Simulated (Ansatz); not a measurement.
Property card for Zn2InGaO5

The calculation used DFT PBEsol, scalar-relativistic, plane waves, PAW in Ansatz.

Cutoff 420 eV; k points 12×12×2 on the computed 18-atom cell (Γ-centred); Gaussian smearing, width 0.02 eV; no spin polarisation.

The structure is relaxed at this level of theory with its symmetry kept. Whether it is the stable form of this composition wasn't checked.

Symmetry: P6_3/mmc, No. 194, hexagonal system. Conventional cell: a = 3.303 Å, b = 3.303 Å, c = 22.358 Å, α = 90.00°, β = 90.00°, γ = 120.00°. Around Zn (site symmetry 3m) lie 4 O at 1.95 to 2.00 Å. In (site symmetry -3m) has 6 O at 2.19 Å as nearest neighbours. Ga (site symmetry -6m2) has 5 O at 1.91 to 1.97 Å as nearest neighbours. Around O (site symmetry 3m) lie 1 Zn at 1.95 Å and 3 In at 2.19 Å. O (site symmetry 3m) has 1 Ga at 1.97 Å and 3 Zn at 2.00 Å as nearest neighbours. Around O (site symmetry -6m2) lie 3 Ga at 1.91 Å.

| Property | Result |
| --- | --- |
| Volume per atom | 11.73 Å³ |
| Formation energy from the elements' standard states (uncorrected) | -1.655 eV/atom |
| Kohn–Sham band gap | 1.24 eV, direct at Γ |
| Löwdin character of the top 1 eV of the valence band | O 2p 81 %, Zn 3d 15 % |
| Löwdin character of the lowest 1 eV of the conduction band | O 2s 25 %, Zn 4s 22 %, In 5s 18 %, O 2p 18 %, Ga 4s 11 % |
| Electron masses at the edge by Cartesian direction of the standard setting (m_e; degenerate bands sorted by energy; no spin-orbit coupling) | x: 0.19; y: 0.19; z: 0.18 |
| Hole masses at the edge by Cartesian direction of the standard setting (m_e; degenerate bands sorted by energy; no spin-orbit coupling) | x: 2.4, 1.8, 3.2, 0.65; y: 2.5, 1.8, 3.3, 0.65; z: 15, 15, -12, -12 |
| Bulk modulus | 164 GPa |
| Its pressure derivative | 4.5 |
| Electronic dielectric constant xx, yy, zz of the standard setting (independent particles) | 4.7, 4.7, 4.8 |

Cost: 12 runs of about 85 core-minutes in all, on Arm Neoverse V1 (shared hosts).